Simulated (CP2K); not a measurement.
An input for CP2K 2026.2 (Ga):

Contents of ga_bands.inp:

```
&GLOBAL
  PROJECT ga_bands
  RUN_TYPE ENERGY_FORCE
  PRINT_LEVEL LOW
&END GLOBAL
&FORCE_EVAL
  METHOD QS
  STRESS_TENSOR ANALYTICAL
  &DFT
    BASIS_SET_FILE_NAME BASIS_pob
    POTENTIAL_FILE_NAME POTENTIAL_UZH
    &MGRID
      CUTOFF 500
      REL_CUTOFF 60
      NGRIDS 5
    &END MGRID
    &QS
      METHOD GAPW
      EPS_DEFAULT 1.0E-9
    &END QS
    &KPOINTS
      SCHEME MONKHORST-PACK 10 8 7
      GAMMA_CENTERED T
      SYMMETRY T
      SYMMETRY_BACKEND SPGLIB
    &END KPOINTS
    &SCF
      SCF_GUESS ATOMIC
      EPS_SCF 1.0E-6
      MAX_SCF 100
      ADDED_MOS 10
      CHOLESKY OFF
      EPS_EIGVAL 1.0E-7
      &DIAGONALIZATION ON
        ALGORITHM STANDARD
      &END DIAGONALIZATION
      &MIXING ON
        METHOD BROYDEN_MIXING
        ALPHA 0.4
        BETA 1.5
        NBUFFER 8
      &END MIXING
      &SMEAR ON
        METHOD METHFESSEL_PAXTON
        SIGMA [eV] 0.1
      &END SMEAR
    &END SCF
    &XC
      &XC_FUNCTIONAL
        &LDA_X
        &END LDA_X
        &LDA_C_VWN
        &END LDA_C_VWN
      &END XC_FUNCTIONAL
      &VDW_POTENTIAL
        POTENTIAL_TYPE PAIR_POTENTIAL
        &PAIR_POTENTIAL
          TYPE DFTD4
          REFERENCE_FUNCTIONAL LDA-VWN
          D4_CUTOFF 20
        &END PAIR_POTENTIAL
      &END VDW_POTENTIAL
    &END XC
    &PRINT
      &KPOINTS ON
      &END KPOINTS
      &MULLIKEN ON
      &END MULLIKEN
      &MO ON
        ENERGIES T
        OCCUPATION_NUMBERS T
        &EACH
          QS_SCF 0
        &END EACH
        ADD_LAST NUMERIC
      &END MO
      &BAND_STRUCTURE
        FILE_NAME bands.bs
        ADDED_MOS 4
        &KPOINT_SET
          UNITS B_VECTOR
          NPOINTS 6
          SPECIAL_POINT GAMMA 0.00000000 0.00000000 0.00000000
          SPECIAL_POINT Y 0.00000000 0.00000000 0.50000000
          SPECIAL_POINT H -0.43946183 0.00000000 0.71248992
          SPECIAL_POINT C -0.50000000 0.00000000 0.50000000
          SPECIAL_POINT E -0.50000000 0.50000000 0.50000000
          SPECIAL_POINT M1 -0.56053817 0.50000000 0.28751008
          SPECIAL_POINT A -0.50000000 0.50000000 0.00000000
          SPECIAL_POINT X -0.50000000 0.00000000 0.00000000
          SPECIAL_POINT H1 -0.56053817 0.00000000 0.28751008
        &END KPOINT_SET
        &KPOINT_SET
          UNITS B_VECTOR
          NPOINTS 6
          SPECIAL_POINT M -0.43946183 0.50000000 0.71248992
          SPECIAL_POINT D 0.00000000 0.50000000 0.50000000
          SPECIAL_POINT Z 0.00000000 0.50000000 0.00000000
        &END KPOINT_SET
        &KPOINT_SET
          UNITS B_VECTOR
          NPOINTS 6
          SPECIAL_POINT Y 0.00000000 0.00000000 0.50000000
          SPECIAL_POINT D 0.00000000 0.50000000 0.50000000
        &END KPOINT_SET
      &END BAND_STRUCTURE
    &END PRINT
  &END DFT
  &SUBSYS
    &CELL
      A 2.7784220849 0.0000000000 0.0000000000
      B 0.0000000000 3.2816087900 0.0000000000
      C -1.3434310986 0.0000000000 3.9902731763
      PERIODIC XYZ
    &END CELL
    &COORD
      Ga  -0.6607008214 2.4612065925 3.0731760430
      Ga  2.0956918077 0.8204021975 0.9170971333
    &END COORD
    &KIND Ga
      BASIS_SET pob-TZVP-rev2
      POTENTIAL ALL
      LEBEDEV_GRID 110
      RADIAL_GRID 80
    &END KIND
    &PRINT
      &ATOMIC_COORDINATES ON
      &END ATOMIC_COORDINATES
      &CELL ON
      &END CELL
    &END PRINT
  &END SUBSYS
  &PRINT
    &FORCES ON
    &END FORCES
    &STRESS_TENSOR ON
    &END STRESS_TENSOR
  &END PRINT
&END FORCE_EVAL
```

Potentials or basis: all electrons (GAPW); pob-TZVP-rev2 basis.

Command:

```sh
$ OMP_NUM_THREADS=1 cp2k.psmp -i ga_bands.inp -o ga_bands.out
```

Does this run start?

The run stopped without a result. It printed:

ga_bands.out:

```text

 CP2K| version string:                                       CP2K version 2026.2
 CP2K| Input file name                                              ga_bands.inp

 GLOBAL| Force Environment number                                              1
 GLOBAL| Basis set file name                                           BASIS_pob
 GLOBAL| Potential file name                                       POTENTIAL_UZH
 GLOBAL| MM Potential file name                                     MM_POTENTIAL
 GLOBAL| Coordinate file name                                      __STD_INPUT__
 GLOBAL| Method name                                                        CP2K
[... 138 lines left out ...]
 *******************************************************************************
 *   ___                                                                       *
 *  /   \                                                                      *
 * [ABORT]                                                                     *
 *  \___/               D4: Unknown reference functional 'LDA-VWN'             *
 *    |                                                                        *
 *  O/|                                                                        *
 * /| |                                                                        *
 * / \                                                  qs_dispersion_d4.F:275 *
 *******************************************************************************

 ===== Routine Calling Stack =====

            6 calculate_dispersion_d4_pairpot
            5 calculate_dispersion_pairpot
            4 qs_energies_init_hamiltonians
            3 qs_energies
            2 qs_forces
            1 CP2K
```
